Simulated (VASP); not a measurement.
Runs of VASP 6.6.1 on SnSe2. It takes space group P-3m1 (No. 164, trigonal). Conventional cell: a = 3.811 Å, b = 3.811 Å, c = 6.136 Å, α = 90.00°, β = 90.00°, γ = 120.00°. Sn (site symmetry -3m) is surrounded by 6 Se at 2.68 Å. Se (site symmetry 3m) is surrounded by 3 Sn at 2.68 Å. 

```csv
task,level,potentials or basis,cell,k mesh,cutoff (eV),smearing,ladder,GW scheme,GW iterations,cutoff of the response function,frequency points,mesh quality,gap on the mesh (eV),pressure (GPa),relaxed volume (Å³/atom),largest force (eV/Å)
single point,PBEsol,"VASP PAW PBE potentials, release 64 (Sn_d, Se)",as given,8 × 8 × 5,520,fermi-dirac 0.05 eV,free,-,-,-,-,not flagged,0.73,2.6,-,0.62
single point,PBE,"VASP PAW PBE potentials, release 64 (Sn_d, Se)",as given,8 × 8 × 5,520,fermi-dirac 0.05 eV,-,-,-,-,-,not flagged,0.81,5.6,-,0.80
electron localisation function,PBE,"VASP PAW PBE potentials, release 64 (Sn_d, Se)",as given,8 × 8 × 5,520,gaussian 0.02 eV,-,-,-,-,-,not flagged,0.81,5.6,-,0.80
relaxation of cell and atoms,BEEF-vdW,"VASP PAW PBE potentials, release 64 (Sn_d, Se)",relaxed,8 × 8 × 5,600,fermi-dirac 0.05 eV,-,-,-,-,-,not flagged,0.72,0.0,29.69,-
band structure,rSCAN,"VASP PAW PBE potentials, release 64 (Sn_d, Se)",as given,8 × 8 × 5,520,fermi-dirac 0.05 eV,-,-,-,-,-,not flagged,1.08,3.6,-,(b)
band structure,TB-mBJ,"VASP PAW PBE potentials, release 64 (Sn_d, Se)",as given,8 × 8 × 6,520,gaussian 0.02 eV,gaps,-,-,-,-,not flagged,1.39,-,-,-
relaxation of cell and atoms,AM05,"VASP PAW PBE potentials, release 64 (Sn_d, Se)",relaxed,8 × 8 × 5,600,fermi-dirac 0.05 eV,-,-,-,-,-,not flagged,0.78,0.0,35.30,0.01
band structure,PBEsol,"VASP PAW PBE potentials, release 64 (Sn_d, Se)",as given,8 × 8 × 6,520,gaussian 0.02 eV,gaps,-,-,-,-,not flagged,0.68,-,-,-
relaxation of cell and atoms,optB86b-vdW,"VASP PAW PBE potentials, release 64 (Sn_d, Se)",relaxed,8 × 8 × 5,600,fermi-dirac 0.05 eV,-,-,-,-,-,not flagged,0.52,0.0,(a),-
atomic charges,PBEsol,"VASP PAW PBE potentials, release 64 (Sn_d, Se)",as given,8 × 8 × 5,520,gaussian 0.02 eV,-,-,-,-,-,not flagged,0.73,2.6,-,0.62
```

Alike in all rows: no spin polarisation.

Problem. Estimate the missing entries.

Solution. (a) 26.26; (b) 0.52.

Caveats: spin-orbit coupling is left out, which moves the levels of the heavy elements; the PAW data sets were made with another functional, which shifts forces and pressure a little (some runs); an odd mesh through Γ misses points on the zone boundary, where band edges often lie (some runs); this functional lacks dispersion, which binds the layers, so the pressure and a relaxed spacing across them are unreliable (some runs); the volume moved by over 15 % at a fixed basis, so the end points are rough (some runs); the volume moved by +15 % from the deposited cell, more than functionals usually miss (some runs); this functional lacks dispersion, which binds the layers, so the pressure and a relaxed spacing across them are unreliable, and here the layers came unbound (some runs).

A k mesh can miss the band edges, and the runs leave out spin-orbit coupling on Se, Sn.

Not every run made on this cell is shown here.
